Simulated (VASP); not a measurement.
# Al19Cu in VASP: further runs

One slab, Al19Cu, is run at these levels: r2SCAN+rVV10; tasks: single point.

Everything below comes from runs of VASP 6.6.1. Logs are shortened: lines on timing, memory, paths and dates and some standing lists are left out, and cuts for length are marked.

## Step 1: The structure

The cell holds a slab with vacuum, 20 atoms: a = 5.637 Å, b = 5.637 Å, c = 21.206 Å, α = 90.00°, β = 90.00°, γ = 120.00°.

The cell was built by a generator and needn't be a form met in nature.

## Step 2: Single point, r2SCAN+rVV10

POSCAR

```
Al19Cu
1.0
    5.6372161124      0.0000000286      0.0000000000
   -2.8186080810      4.8819723457      0.0000000000
    0.0000000000      0.0000000000     21.2055429712
Al Cu
19 1
Direct
    0.0001700372      0.0000850186      0.2831185456
    0.0000000000      0.5000000000      0.2828012808
    0.4999149814      1.0000850186      0.2831185456
    0.4999149814      0.4998299628      0.2831185456
    0.3333333333      0.1666666667      0.3934358356
    0.3327539430      0.6663769715      0.3928369508
    0.8336230285      0.1672460570      0.3928369508
    0.8336230285      0.6663769715      0.3928369508
    0.6698297538      0.3349148769      0.5020905583
    0.6666666667      0.8333333333      0.5001131909
    0.1650851231      0.3349148769      0.5020905583
    0.1650851231      0.8301702462      0.5020905583
   -0.0000134208     -0.0000067104      0.6078063319
    0.5000067104      0.5000134208      0.6078063319
    0.5000067104     -0.0000067104      0.6078063319
    0.3282775325      0.6641387663      0.7142993484
    0.3333333333      0.1666666667      0.7179236191
    0.8358612337      0.6641387663      0.7142993484
    0.8358612337      0.1717224675      0.7142993484
    0.0000000000      0.5000000000      0.6052521649
```

INCAR.step1

```
PREC     = Accurate       # precision mode
ENCUT    = 520            # plane-wave cutoff, eV
ISMEAR   = 1              # smearing method
SIGMA    = 0.1            # smearing width, eV
LREAL    = Auto         
LASPH    = T              # aspherical terms in the spheres
NELM     = 100            # most SCF steps
LDIPOL   = T            
IDIPOL   = 3            
DIPOL    = 0.5 0.5 0.500
NBANDS   = 50             # bands
GGA      = PE             # functional
ALGO     = Normal         # electronic algorithm
EDIFF    = 1E-4           # SCF threshold, eV
LWAVE    = T              # write WAVECAR
LCHARG   = F              # write CHGCAR
```

INCAR.step2

```
PREC     = Accurate       # precision mode
ENCUT    = 520            # plane-wave cutoff, eV
EDIFF    = 1E-6           # SCF threshold, eV
ISMEAR   = 1              # smearing method
SIGMA    = 0.1            # smearing width, eV
LREAL    = Auto         
LASPH    = T              # aspherical terms in the spheres
NELM     = 100            # most SCF steps
ALGO     = Normal         # electronic algorithm
ISIF     = 2              # what is computed and relaxed
LWAVE    = F              # write WAVECAR
LCHARG   = F              # write CHGCAR
LDIPOL   = T            
IDIPOL   = 3            
DIPOL    = 0.5 0.5 0.500
METAGGA  = R2SCAN         # meta-GGA
LMIXTAU  = T            
LUSE_VDW = T            
IVDW_NL  = 2            
BPARAM   = 11.95        
CPARAM   = 0.0093       
NBANDS   = 50             # bands
ISTART   = 1
```

KPOINTS

```
Automatic mesh
0
Gamma
  9 9 1
```

Potentials or basis: VASP PAW PBE potentials, release 64 (Al, Cu).

Run with:

```
$ cat potpaw_PBE.64/Al/POTCAR potpaw_PBE.64/Cu/POTCAR > POTCAR
$ cp INCAR.step1 INCAR
$ mpirun -np 1 vasp_std > vasp.out
$ cp INCAR.step2 INCAR
$ mpirun -np 1 vasp_std > vasp.out
```

OUTCAR:

```text
PREC = Accurate
   ENCUT = 520
   EDIFF = 1E-6
   ISMEAR = 1
   LREAL = Auto
   LASPH = T
   NELM = 100
   ISIF = 2
   METAGGA = R2SCAN
   IVDW_NL = 2
   BPARAM = 11.95
   ISTART = 1

 ion  position               nearest neighbor table
   1  0.000  0.000  0.283-   3 2.82   4 2.82   2 2.82   2 2.82   3 2.82   4 2.82   7 2.84   8 2.84
                             5 2.85
   2  0.000  0.500  0.283-   4 2.82   4 2.82   3 2.82   3 2.82   1 2.82   1 2.82   6 2.84   8 2.84
                             7 2.84
   3  0.500  0.000  0.283-   1 2.82   4 2.82   2 2.82   2 2.82   1 2.82   4 2.82   7 2.84   6 2.84
                             5 2.85
   4  0.500  0.500  0.283-   1 2.82   3 2.82   2 2.82   2 2.82   1 2.82   3 2.82   8 2.84   6 2.84
                             5 2.85
   5  0.333  0.167  0.393-   7 2.82   6 2.82   8 2.82   8 2.82   7 2.82   6 2.82  11 2.83   9 2.83
                            12 2.83   1 2.85   4 2.85   3 2.85
   6  0.333  0.666  0.393-  10 2.80   8 2.81   7 2.81   5 2.82   5 2.82   8 2.82   7 2.82  12 2.83
                            11 2.83   4 2.84   3 2.84   2 2.84
   7  0.834  0.167  0.393-  10 2.80   6 2.81   8 2.81   5 2.82   5 2.82   6 2.82   8 2.82  11 2.83
                             9 2.83   3 2.84   1 2.84   2 2.84
   8  0.834  0.666  0.393-  10 2.80   6 2.81   7 2.81   5 2.82   5 2.82   6 2.82   7 2.82  12 2.83
                             9 2.83   4 2.84   1 2.84   2 2.84
   9  0.670  0.335  0.502-  20 2.72  14 2.77  15 2.77  11 2.79  12 2.79  10 2.82  10 2.82   7 2.83
[... 9 lines left out ...]
  14  0.500  0.500  0.608-  11 2.77   9 2.77  18 2.79  16 2.79  10 2.80  13 2.82  15 2.82  13 2.82
                            15 2.82  20 2.82  20 2.82  17 2.85
  15  0.500  1.000  0.608-  12 2.77   9 2.77  19 2.79  16 2.79  10 2.80  13 2.82  14 2.82  13 2.82
                            14 2.82  20 2.82  20 2.82  17 2.85
  16  0.328  0.664  0.714-  18 2.78  19 2.78  15 2.79  14 2.79  20 2.81  17 2.82  17 2.82  18 2.86
                            19 2.86
  17  0.333  0.167  0.718-  19 2.82  19 2.82  18 2.82  18 2.82  16 2.82  16 2.82  13 2.85  14 2.85
                            15 2.85
  18  0.836  0.664  0.714-  16 2.78  19 2.78  14 2.79  13 2.79  20 2.81  17 2.82  17 2.82  16 2.86
                            19 2.86
  19  0.836  0.172  0.714-  16 2.78  18 2.78  15 2.79  13 2.79  20 2.81  17 2.82  17 2.82  16 2.86
                            18 2.86
  20  0.000  0.500  0.605-   9 2.72  11 2.72  12 2.72  16 2.81  19 2.81  18 2.81  14 2.82  14 2.82
                            15 2.82  15 2.82  13 2.82  13 2.82

  LATTYP: Found a hexagonal cell.
 ALAT       =     5.6372161124
 C/A-ratio  =     3.7617048111

  Lattice vectors:

 A1 = (   5.6372161124,   0.0000000286,   0.0000000000)
 A2 = (  -2.8186080810,   4.8819723457,   0.0000000000)
 A3 = (   0.0000000000,   0.0000000000,  21.2055429712)

Analysis of symmetry for initial positions (statically):
=====================================================================
 Subroutine PRICEL returns:
 Original cell was already a primitive cell.

 Routine SETGRP: Setting up the symmetry group for a
 hexagonal supercell.

 Subroutine GETGRP returns: Found  6 space group operations
 (whereof  2 operations were pure point group operations)
 out of a pool of 24 trial point group operations.

The static configuration has the point symmetry C_1h.
 The point group associated with its full space group is C_3v.

Analysis of symmetry for dynamics (positions and initial velocities):
=====================================================================
 Subroutine PRICEL returns:
 Original cell was already a primitive cell.

 Routine SETGRP: Setting up the symmetry group for a
 hexagonal supercell.

 Subroutine GETGRP returns: Found  6 space group operations
 (whereof  2 operations were pure point group operations)
 out of a pool of 24 trial point group operations.

The dynamic configuration has the point symmetry C_1h.
 The point group associated with its full space group is C_3v.

 Subroutine INISYM returns: Found  6 space group operations
 (whereof  2 operations are pure point group operations),
 and found     1 'primitive' translations

----------------------------------------------------------------------------------------

                                     Primitive cell

  volume of cell :     583.5921

  direct lattice vectors                    reciprocal lattice vectors
     5.637216112  0.000000029  0.000000000     0.177392524  0.102417623  0.000000000
[... 73 lines left out ...]
 ===========================================

 Found     12 irreducible k-points:

 Following reciprocal coordinates:
            Coordinates               Weight
  0.000000  0.000000  0.000000      1.000000
  0.111111  0.000000  0.000000      6.000000
  0.222222  0.000000  0.000000      6.000000
  0.333333 -0.000000  0.000000      6.000000
  0.444444  0.000000  0.000000      6.000000
  0.111111  0.111111  0.000000      6.000000
  0.222222  0.111111  0.000000     12.000000
  0.333333  0.111111  0.000000     12.000000
  0.444444  0.111111  0.000000      6.000000
  0.222222  0.222222  0.000000      6.000000
  0.333333  0.222222  0.000000     12.000000
  0.333333  0.333333  0.000000      2.000000
   k-points           NKPTS =     12   k-points in BZ     NKDIM =     12   number of bands    NBANDS=     50
   number of dos      NEDOS =    301   number of ions     NIONS =     20
   total plane-waves  NPLWV = 282240
   dimension x,y,z NGX =    42 NGY =   42 NGZ =  160
   dimension x,y,z NGXF=    84 NGYF=   84 NGZF=  320
   ions per type =              19   1
   NGX,Y,Z   is equivalent  to a cutoff of  12.39, 12.39, 12.54 a.u.
   NGXF,Y,Z  is equivalent  to a cutoff of  24.77, 24.77, 25.09 a.u.
 SYSTEM =  unknown system
   PREC   = accura    normal or accurate (medium, high low for compatibility)
   ISTART =      1    job   : 0-new  1-cont  2-samecut
   ICHARG =      0    charge: 1-file 2-atom 10-const
   ISPIN  =      1    spin polarized calculation?
   LNONCOLLINEAR =      F non collinear calculations
   LSORBIT =      F    spin-orbit coupling
   LASPH  =      T    aspherical Exc in radial PAW
   ENCUT  =  520.0 eV  38.22 Ry    6.18 a.u.  10.48 10.48 39.43*2*pi/ulx,y,z
   NELM   =    100;   NELMIN=  2; NELMDL=  0     # of ELM steps
   EDIFF  = 0.1E-05   stopping-criterion for ELM
   LREAL  =      T    real-space projection
   EDIFFG = 0.1E-04   stopping-criterion for IOM
   NSW    =      0    number of steps for IOM
   IBRION =     -1    ionic relax: 0-MD 1-quasi-New 2-CG
   NFREE  =      0    steps in history (QN), initial steepest desc. (CG)
   ISIF   =      2    stress and relaxation
   ISYM   =      2    0-nonsym 1-usesym 2-fastsym
   POTIM  = 0.5000    time-step for ionic-motion
   TEBEG  =    0.0;   TEEND  =   0.0 temperature during run
   PSTRESS=    0.0 pullay stress
   NELECT =      68.0000    total number of electrons
   NUPDOWN=      -1.0000    fix difference up-down
   EMIN   =  10.00;   EMAX   =-10.00  energy-range for DOS
   EFERMI =   0.00;   METHOD = LEGACY
   ISMEAR =     1;   SIGMA  =   0.10  broadening in eV -4-tet -1-fermi 0-gaus
   EFERMI_NEDOS =   21; number of points for ismear=-14 and -15
   IALGO  =     38    algorithm
   IMIX   =      4    mixing-type and parameters
     AMIX     =   0.40;   BMIX     =  1.00
     AMIX_MAG =   1.60;   BMIX_MAG =  1.00
  volume/ion in A,a.u.               =      29.18       196.91
  Fermi-wavevector in a.u.,A,eV,Ry     =   0.799603  1.511031  8.699099  0.639366
  Thomas-Fermi vector in A             =   1.906739
   LORBIT       =      0    0 simple, 1 ext, 2 COOP (PROOUT), +10 PAW based schemes
   METAGGA = R2SCAN    functional components
   LHFCALC =     F    Hartree Fock is set to
   AEXX    =    0.0000 exact exchange contribution
   IVDW_NL    =     2    kernel type
   BPARAM     =11.9500
   IVDW    =     0    specifies the selected vdW correction
   LEPSILON=     F    determine dielectric tensor
   LRPA    =     F    only Hartree local field effects (RPA)
 non-spin polarized calculation
 Methfessel and Paxton  Order N= 1 SIGMA  =   0.10
  energy-cutoff  :      520.00
  volume of cell :      583.59
 maximum number of plane-waves:     15835
 NGX is ok and might be reduce to    42
   NGX = 21   NGY = 21   NGZ = 79

 dipolmoment           0.000000      0.000000      0.189778 electrons x Angstroem

 number of electron      68.0000013 magnetization

 dipolmoment           0.000000      0.000000     -0.006014 electrons x Angstroem

 Free energy of the ion-electron system (eV)
  ---------------------------------------------------
  ext. energy  EPLUGINS =         0.00000000
  ---------------------------------------------------
  free energy    TOTEN  =      -133.52072343 eV

  energy without entropy =     -133.52181607  energy(sigma->0) =     -133.52108764

 E-fermi :   2.6365     XC(G=0):  -6.9484

 val. band max:        2.6004653318   @ k =   0.2222   0.1111   0.0000
 cond. band min:       2.6455800335   @ k =   0.1111   0.0000   0.0000
 fundamental gap:      0.0451147018
 Fermi energy:         2.6364964340

 k-point     1 :       0.0000    0.0000    0.0000
  band No.  band energies     occupation
      1      -9.1186      2.00000
      2      -8.2718      2.00000
      3      -7.1554      2.00000
      4      -5.4672      2.00000
      5      -3.4037      2.00000
      6      -2.9516      2.00000
[... 577 lines left out ...]
     45       5.6057      0.00000
     46       5.7765      0.00000
 [bands above 46 left out]

------------------------ aborting loop because EDIFF is reached ----------------------------------------

 vacuum level on the upper side and lower side of the slab       (xc-potential included)        -2.329        -1.133

  FORCE on cell =-STRESS in cart. coord.  units (eV):
  Direction    XX          YY          ZZ          XY          YZ          ZX
  --------------------------------------------------------------------------------------
  -------------------------------------------------------------------------------------
  Total       -8.0305004     -8.0305004     -0.3236891      0.0000000     -0.0000000      0.0000000
  in kB      -22.0467101    -22.0467101     -0.8886470      0.0000000     -0.0000000      0.0000000
  external PRESSURE =     -14.9940224 kB  Pullay stress =       0.0000000 kB

 VOLUME and BASIS-vectors are now :
 -----------------------------------------------------------------------------
  energy-cutoff  :      520.00
  volume of cell :      583.59
      direct lattice vectors                 reciprocal lattice vectors
     5.637216112  0.000000029  0.000000000     0.177392524  0.102417623  0.000000000
    -2.818608081  4.881972346  0.000000000    -0.000000001  0.204835244  0.000000000
     0.000000000  0.000000000 21.205542971     0.000000000  0.000000000  0.047157481

 POSITION                                       TOTAL-FORCE (eV/Angst)
 -----------------------------------------------------------------------------------
      0.00072      0.00042      6.00368         0.000518      0.000299      0.008954
     -1.40930      2.44099      5.99695        -0.000000     -0.000000      0.003477
      2.81789      0.00042      6.00368        -0.000518      0.000299      0.008954
      1.40930      2.44016      6.00368         0.000000     -0.000598      0.008954
      1.40930      0.81366      8.34302        -0.000000     -0.000000     -0.001300
     -0.00245      3.25323      8.33032        -0.000310     -0.000179      0.003156
[... 12 lines left out ...]
      4.22791      0.83834     15.14711         0.000000     -0.006861     -0.000968
     -1.40930      2.44099     12.83470        -0.000000     -0.000000      0.001901
 -----------------------------------------------------------------------------------
    total drift:                                0.000036     -0.000030     -0.004895

  FREE ENERGIE OF THE ION-ELECTRON SYSTEM (eV)
  ---------------------------------------------------
  free  energy   TOTEN  =      -133.5207234314 eV

  energy  without entropy=     -133.5218160686  energy(sigma->0) =     -133.52108764

 vacuum level on the upper side and lower side of the slab         4.573         5.479
```

Run time: 36 min. Hardware: 1 thread of Intel Xeon 6975P-C (Granite Rapids), shared host; peak memory 1.7 GiB.

What came out:

```
Free energy            : -133.5207 eV
Largest force          : 0.009 eV/Å
Band gap on the k mesh : none (metal or under the smearing width)
```

Forces on the atoms (eV/Å):
```
Al   0.001  0.000  0.009
Al   0.000  0.000  0.003
Al  -0.001  0.000  0.009
Al   0.000 -0.001  0.009
Al   0.000  0.000 -0.001
Al   0.000  0.000  0.003
Al   0.000  0.000  0.003
Al   0.000  0.000  0.003
Al  -0.002 -0.001 -0.007
Al   0.000  0.000  0.003
Al   0.002 -0.001 -0.007
Al   0.000  0.002 -0.007
Al   0.000  0.000 -0.004
Al   0.000  0.000 -0.004
Al   0.000  0.000 -0.004
Al   0.006  0.003 -0.001
Al   0.000  0.000 -0.008
Al  -0.006  0.003 -0.001
Al   0.000 -0.007 -0.001
Cu   0.000  0.000  0.002
```

Caveat: the PAW data sets were made with another functional, which shifts forces and pressure a little.

[end of part 1 of 2]
